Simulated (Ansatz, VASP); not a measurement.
# Ca: VASP beside Ansatz

The input INCAR:

```
SYSTEM = Ca
PREC = Accurate
ENCUT = 520
EDIFF = 1E-6
ISMEAR = 0
SIGMA = 0.15
LREAL = .False.
LASPH = .True.
NELM = 60
ALGO = Normal
ISIF = 2
LWAVE = .False.
LCHARG = .False.
GGA = PE
NBANDS = 11
```

File KPOINTS:

```
Automatic mesh
0
Gamma
  14 14 14
  0 0 0
```

File POSCAR:

```
Ca
1.0
    0.0000000000      2.7103740000      2.7103740000
    2.7103740000      0.0000000000      2.7103740000
    2.7103740000      2.7103740000      0.0000000000
Ca
1
Direct
    0.0000000000      0.0000000000      0.0000000000
```

Input for Ansatz:

```yaml
crystal:
  lattice:
    - [0.0, 2.710374, 2.710374]
    - [2.710374, 0.0, 2.710374]
    - [2.710374, 2.710374, 0.0]
  atoms:
    - { symbol: Ca, position: [0.0, 0.0, 0.0] }
basis:
  ecutwfc: 420
kpoints:
  mp_grid: { grid: [14, 14, 14] }
hamiltonian:
  xc: pbe
scf:
  occupations: { method: gaussian, width: 0.15 }
output:
  forces: true
  stress: true
  eigenvalues: true
```

Change from the starting cell: strain -0.030 along x and y, -0.030 along z, atoms carried along.

Alike in both runs: task single point; functional PBE; k mesh 14 × 14 × 14; occupations gaussian, width 0.15 eV; no spin polarisation.

|  | VASP | Ansatz |
| --- | --- | --- |
| version | VASP 6.6.1 | Ansatz 0.2.0 |
| potentials or method | VASP PAW PBE potentials, release 64 (Ca_sv) | scalar-relativistic, plane waves, PAW |
| plane-wave cutoff (eV) | 520 | 420 |
| valence electrons in the cell | 10 | 10 |

```csv
,VASP,Ansatz,Ansatz less VASP
gap on the k mesh at the Fermi level (eV),none,none,-
pressure (GPa),1.1,1.1,0.00
```

A gap of «none» marks a metal or a gap that the smearing closes. With one functional, cell and mesh, what is left measures potentials, basis and numerics.
